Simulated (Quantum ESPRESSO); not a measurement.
MgS: single point with PBE

Crystal: MgS.

```
S Mg
1.0
     0.00000    2.83312    2.83312
     2.83312    0.00000    2.83312
     2.83312    2.83312    0.00000
S Mg
1 1
Direct
  0.25000 0.25000 0.25000
  0.00000 0.00000 0.00000
```

The cell comes from a database or a generator and needn't be the stable form of this composition.

```json
{"Program": "Quantum ESPRESSO 7.5", "Task": "single point", "Functional": "PBE", "Potentials or basis": "PseudoDojo 0.4.1 SR PBEsol standard", "Cutoff": "1143 eV", "Density cutoff": "4572 eV", "k mesh": "6 × 6 × 6", "Occupations": "fermi-dirac, width 0.05 eV", "Spin": "collinear spin, ferromagnetic start", "Starting moments": "[0.5, 0.0] μB", "Mixing beta": "0.3", "Most SCF iterations": "120", "SCF threshold": "4e-10 Ry"}
```

* Pressure: 0.8 GPa
* Band gap on the k mesh: 3.45 eV, direct
* Net moment: 0.00 μB per cell
* Absolute moment: 0.00 μB per cell
* Valence electrons inside the program's atomic spheres: S 4.32; Mg 8.41

Levels at points of the mesh, in eV from the valence-band top:
Spin up:
```tsv
k point	band 5	band 6	band 7	band 8	band 9	band 10	band 11	band 12
(0.00, 0.00, 0.00)	-11.25	0.00	0.00	0.00	3.45	7.92	7.92	7.92
(0.00, 0.00, -0.50)	-10.57	-3.11	-0.33	-0.33	5.11	7.63	7.63	8.59
(0.00, -0.50, -0.50)	-10.35	-2.80	-1.03	-1.03	3.90	5.66	11.12	12.28
```
Spin down:
| k point | band 4 | band 5 | band 6 | band 7 | band 8 | band 9 | band 10 | band 11 | band 12 | band 13 |
| --- | --- | --- | --- | --- | --- | --- | --- | --- | --- | --- |
| (0.00, 0.00, 0.00) | -40.78 | -11.25 | 0.00 | 0.00 | 0.00 | 3.45 | 7.92 | 7.92 | 7.92 | 10.80 |
| (0.00, 0.00, -0.50) | -40.78 | -10.57 | -3.11 | -0.33 | -0.33 | 5.11 | 7.63 | 7.63 | 8.59 | 12.88 |
| (0.00, -0.50, -0.50) | -40.78 | -10.35 | -2.80 | -1.03 | -1.03 | 3.90 | 5.66 | 11.12 | 12.28 | 12.28 |

Wall time 52 s on 2 threads of Arm Neoverse V2, with other jobs on the host, peak memory 0.11 GiB.

Caveat: the potentials were made for another functional, which shifts forces and pressure. A hybrid or GW would open this gap; PBE tends to underestimate it.
